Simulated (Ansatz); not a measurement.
**Pt(100) / 3 layers Al(100) / Pt(100): resistance against film thickness**

Aim: what a thin film of another metal adds to the resistance, first Pt(100) / 3 layers Al(100) / Pt(100).

Calculated with Ansatz 0.2.0; Ansatz plane-wave DFT, PBEsol, PAW files; ballistic transport by layer matching (Landauer), zero bias; PAW set soft_1.

**1. Set-up**

The cell holds 12 atoms: 9 Pt and 3 Al. Cell: a = 2.773 Å, b = 2.773 Å, c = 24.117 Å, α = 90.0°, β = 90.0°, γ = 90.0°. It derives from Pt and Al. Regions: lead, 9 atoms (9 Pt); films, 3 atoms (3 Al). The structure is stacked along c, and the current runs across the ab planes.

**2. With 3 layers**

The film is laid into the lead at the lead's in-plane lattice, and the cell closes on the lead's own image. The mesh across the current, 26×26, is finer than the density's, because channels open and close sharply across the zone. Energies from -1 to 1 eV in steps of 0.036 eV cover the slope of the Fermi function at 300 K, so the program can form a conductance.

File input.yaml:

```yaml
crystal:
  lattice:
    - [2.7731313745, 0.0, 0.0]
    - [0.0, 2.7731313745, 0.0]
    - [0.0, 0.0, 24.1170267037]
  atoms:
    - { symbol: Pt, position: [0.0, 0.0, 0.0406538506] }
    - { symbol: Pt, position: [0.5, 0.5, 0.1219615517] }
    - { symbol: Pt, position: [0.0, 0.0, 0.2032692529] }
    - { symbol: Pt, position: [0.5, 0.5, 0.284576954] }
    - { symbol: Al, position: [0.0, 0.0, 0.3699359196] }
    - { symbol: Al, position: [0.5, 0.5, 0.4593461494] }
    - { symbol: Al, position: [0.0, 0.0, 0.5487563793] }
    - { symbol: Pt, position: [0.5, 0.5, 0.6341153448] }
    - { symbol: Pt, position: [0.0, 0.0, 0.715423046] }
    - { symbol: Pt, position: [0.5, 0.5, 0.7967307471] }
    - { symbol: Pt, position: [0.0, 0.0, 0.8780384483] }
    - { symbol: Pt, position: [0.5, 0.5, 0.9593461494] }
kpoints:
  mp_grid: { grid: [13, 13, 1] }
hamiltonian:
  xc: pbesol
  pseudopotentials: { kind: paw, azcp: { folder: soft_1 }, xc_functional: pbe }
scf:
  occupations: { method: fermi_dirac, width: 0.1 }
output:
  transmission: { leads: [[0, 1]], kmesh: [26, 26], e_range: [-1.0, 1.0], de: 0.036 }
  write_potential: true
  write_density: true
  volumetric_format: npy
  elf: true
```

Command:

```bash
> ansatz run input.yaml --threads 4 --pin off --max-ram 8192MiB --backend cpu --events-out ev --progress --plain --runs-dir out
```

Numbers of over 12 decimals in the logs are rounded to 6 here.

Output:

```text
Engine: ansatz 0.2.0, aarch64-unknown-linux-gnu
Pseudopotentials: kind: paw
Pseudopotential: Pt, paw, valence charge 18, recommended cutoff 420 eV (normal), soft_1/Pt.paw.azcp
Pseudopotential: Al, paw, valence charge 3, recommended cutoff 420 eV (normal), soft_1/Al.paw.azcp
Functional definition: PBEsol
  exchange = pbesol_x
  correlation = pbesol_c
Crystal: 12 atoms, lattice volume = 185.466 Å³
Basis set: ecut = 420 eV, 3701 PW (Γ)
Bands: 103, of which v1, the nominal top of the filled ones, is band 86 counted from 1 (85 counted from 0)
Symmetry: 16 space group operations
Space group: P4/mmm (ITA 123), of the structure as read, at distance tolerance 5.7e-5 Å
k-points: 28 of 169
Non-local potential: Pt, projectors of the file, l = 0: 3, l = 1: 2, l = 2: 2, l = 3: 1
Non-local potential: Al, projectors of the file, l = 0: 2, l = 1: 2, l = 2: 1
PAW form: soft (Blöchl's): semilocal exchange-correlation on the pseudo side does not see the compensation charge
PAW frozen core: Pt, regenerated for the run's functional, and the local potential with it (the file was generated under x = pbe(κ = 0.804, μ = 0.219515), c = pbe(β = 0.066725))
PAW frozen core: Al, regenerated for the run's functional, and the local potential with it (the file was generated under x = pbe(κ = 0.804, μ = 0.219515), c = pbe(β = 0.066725))
PAW one-centre angular grid: Pt, 590 points (default); XC on 64 Gauss nodes
PAW one-centre angular grid: Al, 110 points (default); XC on 64 Gauss nodes
Initial density: superposition of atomic densities (chi_scale 0.1, normalization cell, long waves of neutral atoms (reshape's long-wave potential 9.78 eV rms, cloud 2.57 Å wide))
Initial wavefunctions: pseudopotential atomic-orbital guess
Functional: x = pbesol(κ = 0.804, μ = 0.123457), c = pbesol(β = 0.046)
SCF iter   1: F=—  HF=-113053.072816 eV  |F-HF|=—  |Δ(HF+E_count)|=         —  Δρ=1.21e-1  dr2=3.38e2  ethr=3.10e-3  ⟨swp⟩=5.6  Hψ=9792  notcnv=0  defer=14
preconditioner: auto → Kerker (q_TF=auto, 2.692 Å⁻¹)  [metal: Δε(μ)=0.005 eV  Ē_g=6.875 eV  σ=0.100 eV  W_gap=0.01  n_scr=64 (ndim 8)  ℏωp=27.1 eV  f_vac=0.000  D(μ)=15.51/eV (n_scr^D=196)]
SCF iter   2: F=—  HF=-113046.301679 eV  |F-HF|=—  |Δ(HF+E_count)|=    6.77e0  Δρ=5.88e-2  dr2=1.01e2  ethr=3.10e-3  ⟨swp⟩=2.1  Hψ=4931  notcnv=0  defer=79
SCF iter   3: F=—  HF=-113043.896441 eV  |F-HF|=—  |Δ(HF+E_count)|=    2.41e0  Δρ=8.20e-3  dr2=3.47e0  ethr=3.10e-3  ⟨swp⟩=2.6  Hψ=4741  notcnv=0  defer=84
SCF iter   4: F=—  HF=-113043.805453 eV  |F-HF|=—  |Δ(HF+E_count)|=   9.10e-2  Δρ=2.37e-3  dr2=3.65e-1  ethr=2.03e-3  ⟨swp⟩=1.4  Hψ=3334  notcnv=0  defer=77
SCF iter   5: F=—  HF=-113043.796645 eV  |F-HF|=—  |Δ(HF+E_count)|=   8.81e-3  Δρ=8.56e-4  dr2=1.93e-2  ethr=2.14e-4  ⟨swp⟩=1.0  Hψ=2761  notcnv=0  defer=81
SCF iter   6: F=—  HF=-113043.795787 eV  |F-HF|=—  |Δ(HF+E_count)|=   8.58e-4  Δρ=2.59e-4  dr2=1.03e-3  ethr=1.13e-5  ⟨swp⟩=1.0  Hψ=2761  notcnv=0  defer=81
SCF iter   7: F=—  HF=-113043.795756 eV  |F-HF|=—  |Δ(HF+E_count)|=   3.03e-5  Δρ=6.96e-5  dr2=2.33e-5  ethr=6.02e-7  ⟨swp⟩=1.0  Hψ=2761  notcnv=0  defer=81
SCF iter   8: F=—  HF=-113043.795752 eV  |F-HF|=—  |Δ(HF+E_count)|=   4.03e-6  Δρ=1.80e-5  dr2=1.15e-5  ethr=1.36e-8  ⟨swp⟩=1.7  Hψ=2941  notcnv=0  defer=85
SCF iter   9: F=—  HF=-113043.795752 eV  |F-HF|=—  |Δ(HF+E_count)|=   2.17e-7  Δρ=3.92e-6  dr2=3.99e-7  ethr=6.73e-9  ⟨swp⟩=1.0  Hψ=2761  notcnv=0  defer=85
SCF iter  10: F=-113043.795752 eV  HF=-113043.795752 eV  |F-HF|=4.93e-8  |Δ(HF+E_count)|=   9.52e-9  Δρ=1.34e-6  dr2=5.03e-8  ethr=5.85e-11  ⟨swp⟩=8.2  Hψ=7425  notcnv=0
SCF 1 converged in 10 iterations: F = -113043.795752 eV  dr2 = 5.03e-8
  greatest PAW one-centre occupation: 1.000 electrons in one spin orbital (limit 2), on the Pt atom at site 11 (counted from 0), in its partial waves of l = 0
transmission: 433 of 4305 steps passed
transmission: 861 of 4305 steps passed
[...]
transmission: 4305 of 4305 steps passed
SCF converged after 10 iterations
Free energy (F): -113043.795752 eV
Harris-Foulkes:  -113043.795752 eV  (|F-HF|=4.93e-8)
Internal energy: -113043.324926 eV  (E = F + TS)
E sigma→0 (E₀):  -113043.560339 eV
Entropy (-TS):   -0.470826 eV (-39.235 meV/atom)
Fermi energy:    19.090768 eV
--- Per-component energies (eV) ---
  E_band       = -1724.103506
  E_kinetic    = 5439.397289
  E_local      = -78701.386325  (includes V_loc(G=0)·N_el)
  E_nonlocal   = 1893.189832
  E_hartree    = 37530.836971
  E_xc         = -2192.040453
  E_vxc        = -2527.186258  (∫ρ·V_xc dr)
  E_paw        = -85482.540138  (= ΣΔE_a)
  E_vpaw       = -2889.841866  (= ΣTr[D̂ρ^β])
  E_aug_tail   = 0.010220  (compensation charges beyond the density's cutoff)
  E_ewald      = 8466.566979
  E_core_change = 2.640698  (= ΣΔE_core)
  E_smearing   = -0.470826  (= −TS)
  E_closure    = -0.000000  (closes the sum)
  Σ components = -113043.795752   (vs F -113043.795752, Δ=0.00e0)
--- Band table (eV; the first three rows and the last of 28) ---
  k-point 0: bands = [... 82 lower, 18.3218, 18.3218, 18.5193, 18.7641, 18.9653, 18.9662, 18.9662, 19.0745, ... 13 higher]
  k-point 1: bands = [... 82 lower, 18.2855, 18.3990, 18.5692, 18.6248, 18.8859, 18.9325, 19.0177, 19.1816, ... 13 higher]
  k-point 2: bands = [... 82 lower, 18.0649, 18.4010, 18.4686, 18.4771, 18.7888, 19.0658, 19.2728, 19.3337, ... 13 higher]
  k-point 27: bands = [... 82 lower, 19.5003, 19.5150, 19.5256, 19.8018, 19.8184, 20.2216, 21.0219, 21.1210, ... 13 higher]
--- Transmission ---
  basis      : 69 plane waves across, 41 finite elements along
  points     : 105, standing for a mesh of 26 x 26
  filling    : by the input's occupations and mesh, since the crystals that have channels conduct as metals do. If one of these is a semiconductor, that mesh has misplaced its level
  energies   : 56 from -1.000000 to 0.980000 eV about the Fermi level, 0.036000 eV apart; the leads are filled to 0.000000 eV, and channels, transmission and decay are at 0.008000 eV
  crystal 0  : Pt1, at the sites [0, 1], period 1.9609 Å, over 17.65 Å; its Hamiltonian steps by up to 12.4 meV
    offset         : up to 0.0000 Å between an atom of the period and one for which it stands
    filled         : 15.9 meV over the level at which it is neutral
    channels       : 2.127219e0 a spin
    conductance    : 2.1698e15 S/m² at 300 K; may be off by some 0.0 % by where its bands' edges are placed, 5.1 % from the k-mesh, 2.8 % from the distance to neutral
    slowest decay  : 0.0192 /Å at (0.4615, 0.0385)
  junction   : crystal 0 to crystal 0, -0.70 to 21.46 Å
    transmission   : 4.672903e-1 a spin
    conductance    : 4.6378e14 S/m² at 300 K (4.8197e14 on every other point, 4.6400e14 on every other energy)
    error estimate : 0.0 % from the energy spacing and 0.0 % from band edges of the leads and from resonances (wavevectors taken as independent; lower de), 9.2 % from the k-mesh, 14.5 % from the steps of its leads' Hamiltonians or their offsets (lay more layers), 0.4 % from the distance to neutral
    resistance     : 1.6953e-3 Ω µm² beyond half of each lead's own
```

The job ended after 1.9 min (4 threads of Arm Neoverse V2, shared host; peak memory 0.84 GiB).

Numbers from this step:

- free energy: -113043.7958 eV
- energy at zero smearing: -113043.5603 eV
- Fermi energy: 19.09 eV
- cell area: 7.690 Å²
- step of the lead's potential: 12.4 meV
- ballistic conductance of the lead: 2.17e15 S/m²
- estimated errors of the lead's conductance: 0, 5.1, 2.8 % (band edges, k-mesh, distance from neutral)
- lead conductance per cell: 2.154 G₀
- conductance of the junction: 4.64e14 S/m²
- junction conductance per cell: 0.4603 G₀
- estimated errors of the junction's conductance: 0, 0, 9.2, 14.5, 0.4 % (energy step, band edges, k-mesh, leads' steps, distance from neutral)
- area resistance that the stack adds (contact term taken off, spin by spin): 1.695 fΩ m²

Per spin. Table of transmission, zone mean by energy, zero at the Fermi level:

| energy (eV) | transmission, zone mean |
| --- | --- |
| -1.000 | 0.410 |
| -0.892 | 0.410 |
| -0.856 | 0.416 |
| -0.820 | 0.409 |
| -0.712 | 0.388 |
| -0.640 | 0.392 |
| -0.532 | 0.452 |
| -0.424 | 0.523 |
| -0.352 | 0.540 |
| -0.244 | 0.494 |
| -0.136 | 0.448 |
| -0.064 | 0.466 |
| 0.008 | 0.467 |
| 0.044 | 0.451 |
| 0.116 | 0.454 |
| 0.224 | 0.492 |
| 0.332 | 0.535 |
| 0.404 | 0.529 |
| 0.512 | 0.571 |
| 0.620 | 0.615 |
| 0.692 | 0.629 |
| 0.800 | 0.655 |
| 0.872 | 0.675 |
| 0.980 | 0.694 |

Per spin. The open channels, zone mean, lead by energy, zero at the Fermi level:

| energy (eV) | open channels, zone mean, lead |
| --- | --- |
| -1.000 | 1.95 |
| -0.892 | 1.96 |
| -0.820 | 2.01 |
| -0.712 | 1.96 |
| -0.640 | 1.99 |
| -0.532 | 2.09 |
| -0.424 | 2.26 |
| -0.352 | 2.36 |
| -0.244 | 2.41 |
| -0.136 | 2.38 |
| -0.064 | 2.37 |
| 0.008 | 2.13 |
| 0.044 | 2.00 |
| 0.116 | 1.63 |
| 0.224 | 1.27 |
| 0.332 | 1.14 |
| 0.404 | 1.03 |
| 0.512 | 0.854 |
| 0.620 | 0.901 |
| 0.692 | 0.889 |
| 0.800 | 0.859 |
| 0.872 | 0.859 |
| 0.980 | 0.859 |

Transmission over k1 and k2. At 0.0080 eV from the Fermi level.

Ten even steps from '0' (0.00) to '9' (1.52):
```
95607210000001000000127065
06101260000054500000621016
00044444876555556784444400
07144333310155510133334417
12243443332111112333443422
11643444585022205854443461
00043343333333333333433400
00083353333333333333533800
00071383333333333333831700
00060253333322233333520600
00051103333222223333011500
00555123332211122333215550
01455123332212122333215541
00555123332211122333215550
00051103333222223333011500
00060253333322233333520600
00071383333333333333831700
00083353333333333333533800
00043343333333333333433400
11643444585022205854443461
12243443332111112333443422
07144333310155510133334417
00044444876555556784444400
06101260000054500000621016
95607210000001000000127065
59000110000000000000110009
```
Columns: k1 (b1) from -0.5 to 0.462; rows upwards: k2 (b2) from -0.5 to 0.462.

Open channels over k1 and k2. At 0.0080 eV from the Fermi level.

Values, 12 rows by 16 columns, each cell a mean:
```
0.92 1.16 2.28 3.07 3.07 2.50 1.22 1.08 2.88 1.08 1.57 2.85 3.21 2.92 1.66 1.01
1.66 2.58 2.00 2.00 2.00 1.79 1.41 2.14 3.09 1.67 1.47 1.96 2.00 2.00 2.23 2.29
3.88 2.86 2.00 2.00 2.00 2.00 1.63 2.32 3.00 1.71 1.86 2.00 2.00 2.00 2.18 3.34
4.00 2.08 1.83 1.98 2.00 2.00 2.00 2.14 2.23 2.05 2.00 2.00 2.00 1.86 1.81 2.99
3.35 0.84 1.46 1.28 1.88 2.00 2.00 2.00 2.00 2.00 2.00 2.00 1.70 1.08 1.38 1.42
2.09 2.62 2.88 2.85 2.83 2.00 2.00 2.28 3.03 2.11 2.00 2.28 2.87 2.85 2.88 2.30
2.31 1.12 1.96 1.95 2.28 2.00 2.00 2.00 2.28 2.00 2.00 2.14 2.14 1.92 1.74 1.02
3.70 1.24 1.54 1.70 2.00 2.00 2.00 2.00 2.00 2.00 2.00 2.00 1.97 1.40 1.48 2.11
4.00 2.60 2.00 2.00 2.00 2.00 1.95 2.34 2.69 2.02 2.00 2.00 2.00 2.00 2.05 3.32
3.33 2.90 2.00 2.00 2.00 1.86 1.25 2.23 3.00 1.50 1.48 1.98 2.00 2.00 2.23 3.14
0.51 1.93 2.38 2.38 2.12 1.57 1.08 1.74 3.20 1.33 1.08 1.93 2.27 2.38 2.35 1.38
1.70 0.70 1.47 3.53 3.87 3.78 2.91 1.73 2.31 2.38 3.27 3.83 3.86 3.04 0.66 1.11
```
Columns: k1 (b1) from -0.5 to 0.462; rows upwards: k2 (b2) from -0.5 to 0.462.

ELF in the ca plane at fractional y = 0.000, with atoms of Pt and Al within 0.2 Å of it. It is the smooth field of the valence electrons, not physical close to the nuclei.

Ten even steps from '0' (0.06) to '9' (0.65), each cell a mean:
```
58888521113688874211244000386423477100253211
35775322222467753222346523797655689623664222
33443333333334433333346778998888899987754333
33333333333333333334345789999999999998754343
33333333333333333333346789999999999998754333
34664322223356643223346656998766789855764322
47887421122578874211245200587433588300353212
68888521113688885211233042176322476041043111
```
Columns run along c (16.0 Å, from fractional 0.00 to 0.66 of the cell), rows up along a (2.8 Å). Atoms in or near the plane, at fractional coordinates: Pt at (0.04, 0.00), Pt at (0.20, 0.00), Al at (0.37, 0.00), Al at (0.55, 0.00).

Valence density in the ca plane at fractional y = 0.000, with atoms of Pt and Al within 0.2 Å of it. It is the smooth field of the valence electrons, not physical close to the nuclei.

Values in units of 1e0 e/Å³, 5 rows by 16 columns, each cell a mean:
```
3.9 5.3 0.3 0.3 4.5 4.8 0.3 0.2 0.1 0.1 0.2 0.1 0.2 0.1 0.2 0.2
0.8 1.0 0.3 0.3 0.9 0.9 0.3 0.3 0.2 0.2 0.2 0.2 0.2 0.2 0.2 0.3
0.4 0.4 0.3 0.3 0.4 0.4 0.3 0.3 0.2 0.2 0.2 0.2 0.2 0.2 0.2 0.3
1.6 2.1 0.3 0.3 1.8 1.9 0.3 0.2 0.2 0.2 0.2 0.2 0.2 0.2 0.2 0.2
5.1 6.8 0.3 0.3 5.7 6.1 0.3 0.2 0.1 0.1 0.2 0.1 0.2 0.1 0.2 0.2
```
Columns run along c (16.0 Å, from fractional 0.00 to 0.66 of the cell), rows up along a (2.8 Å). Atoms in or near the plane, at fractional coordinates: Pt at (0.04, 0.00), Pt at (0.20, 0.00), Al at (0.37, 0.00), Al at (0.55, 0.00).

Electrostatic potential energy in the ca plane at fractional y = 0.000, with atoms of Pt and Al within 0.2 Å of it. With pseudopotentials it is smooth inside the atoms' cores, unlike the true potential.

Values in eV, 5 rows by 16 columns, each cell a mean:
```
-22 -32  19  20 -26 -28  20  20   8   9  19  21  10  11  14  22
  9   5  20  20   8   7  20  20  13  12  19  19  17   9  19  20
 18  17  20  19  18  18  19  20  18  17  19  18  19  16  20  19
 -2  -9  20  20  -4  -6  20  20   9   8  19  20  14   5  18  21
-28 -38  19  20 -32 -34  20  20  10  11  19  21  10  16  13  22
```
Columns run along c (16.0 Å, from fractional 0.00 to 0.66 of the cell; values clipped at the 3rd and 97th percentile), rows up along a (2.8 Å). Atoms in or near the plane, at fractional coordinates: Pt at (0.04, 0.00), Pt at (0.20, 0.00), Al at (0.37, 0.00), Al at (0.55, 0.00).

The lead's potential steps by 12 meV from period to period, small in itself. The program estimates the junction's conductance to 9.2 % from the k-mesh, 0.4 % from the leads' distance from neutral and 14 % from their steps.

By hand: 1/G − 1/G_lead = 1/0.4638 − 1/2.170 = 1.70 fΩ m² with G in 10¹⁵ S/m².

**3. With 5 layers, film layers 5**

The stack now holds 5 film layers; the k-mesh follows the cell, and the energies span -0.27 to 0.27 eV.

System of this step: Pt(100) / 5 layers Al(100) / Pt(100). The cell holds 14 atoms: 9 Pt and 5 Al. Its edges and angles: a = 2.773 Å, b = 2.773 Å, c = 28.430 Å, α = 90.0°, β = 90.0°, γ = 90.0°. It derives from Pt and Al. Regions: lead, 9 atoms (9 Pt); films, 5 atoms (5 Al). The structure is stacked along c, and the current runs across the ab planes.

File input.yaml:

```yaml
crystal:
  lattice:
    - [2.7731313745, 0.0, 0.0]
    - [0.0, 2.7731313745, 0.0]
    - [0.0, 0.0, 28.4296445062]
  atoms:
    - { symbol: Pt, position: [0.0, 0.0, 0.0344868892] }
    - { symbol: Pt, position: [0.5, 0.5, 0.1034606676] }
    - { symbol: Pt, position: [0.0, 0.0, 0.172434446] }
    - { symbol: Pt, position: [0.5, 0.5, 0.2414082244] }
    - { symbol: Al, position: [0.0, 0.0, 0.313818713] }
    - { symbol: Al, position: [0.5, 0.5, 0.3896659119] }
    - { symbol: Al, position: [0.0, 0.0, 0.4655131108] }
    - { symbol: Al, position: [0.5, 0.5, 0.5413603097] }
    - { symbol: Al, position: [0.0, 0.0, 0.6172075086] }
    - { symbol: Pt, position: [0.5, 0.5, 0.6896179972] }
    - { symbol: Pt, position: [0.0, 0.0, 0.7585917756] }
    - { symbol: Pt, position: [0.5, 0.5, 0.827565554] }
    - { symbol: Pt, position: [0.0, 0.0, 0.8965393324] }
    - { symbol: Pt, position: [0.5, 0.5, 0.9655131108] }
kpoints:
  mp_grid: { grid: [13, 13, 1] }
hamiltonian:
  xc: pbesol
  pseudopotentials: { kind: paw, azcp: { folder: soft_1 }, xc_functional: pbe }
scf:
  occupations: { method: fermi_dirac, width: 0.1 }
output:
  transmission:
    leads: [[0, 1]]
    kmesh: [26, 26]
    e_range: [-0.27, 0.27]
    de: 0.036
  write_potential: true
  write_density: true
  volumetric_format: npy
```

Output:

```text
[...]
Crystal: 14 atoms, lattice volume = 218.631 Å³
Basis set: ecut = 420 eV, 4339 PW (Γ)
Bands: 107, of which v1, the nominal top of the filled ones, is band 89 counted from 1 (88 counted from 0)
Symmetry: 16 space group operations
[...]
k-points: 28 of 169
[...]
--- Transmission ---
  basis      : 69 plane waves across, 46 finite elements along
  points     : 105, standing for a mesh of 26 x 26
[...]
filled         : 15.5 meV over the level at which it is neutral
    channels       : 2.125740e0 a spin
[...]
slowest decay  : 0.0284 /Å at (0.4615, 0.0385)
  junction   : crystal 0 to crystal 0, -0.70 to 25.77 Å
    transmission   : 6.154223e-1 a spin
[...]
resistance     : 1.1547e-3 Ω µm² beyond half of each lead's own
[key lines of the parts left out:]
SCF converged after 10 iterations
Free energy (F): -114092.818515 eV
Fermi energy:    17.390350 eV
```

Elapsed: 61 s, on 4 threads; peak memory 0.97 GiB; 3.6 min of CPU time.

This step gave:

* free energy: -114092.8185 eV
* energy at zero smearing: -114092.5689 eV
* Fermi energy: 17.39 eV
* step of the lead's potential: 12.8 meV
* estimated errors of the lead's conductance: 0, 5.1, 2.7 % (band edges, k-mesh, distance from neutral)
* lead conductance per cell: 2.155 G₀
* conductance of the junction: 6.19e14 S/m²
* junction conductance per cell: 0.6145 G₀
* estimated errors of the junction's conductance: 0.3, 0, 8.5, 7.7, 0.7 % (energy step, band edges, k-mesh, leads' steps, distance from neutral)
* area resistance that the stack adds (contact term taken off, spin by spin): 1.155 fΩ m²

Per spin. The transmission, zone mean by energy, zero at the Fermi level:

| energy (eV) | transmission, zone mean |
| --- | --- |
| -0.270 | 0.575 |
| -0.234 | 0.588 |
| -0.198 | 0.605 |
| -0.162 | 0.615 |
| -0.126 | 0.625 |
| -0.090 | 0.622 |
| -0.054 | 0.633 |
| -0.018 | 0.623 |
| 0.018 | 0.615 |
| 0.054 | 0.589 |
| 0.090 | 0.576 |
| 0.126 | 0.580 |
| 0.162 | 0.574 |
| 0.198 | 0.564 |
| 0.234 | 0.555 |
| 0.270 | 0.554 |

The conductance of the junction is 6.2e14 S/m², 33 % over the 4.6e14 S/m² of the last finished run.

(Part 1 of 2 ends here.)

[Logs are printed without paths, hosts, clocks, repeated set-up lines and the standing remarks that a program may print on its own settings, such as how far it seeks lower states.]

[Hosts, paths, dates, database ids (printed as entryN), source tags and the programs' standing remarks are cut or masked in the printed files.]
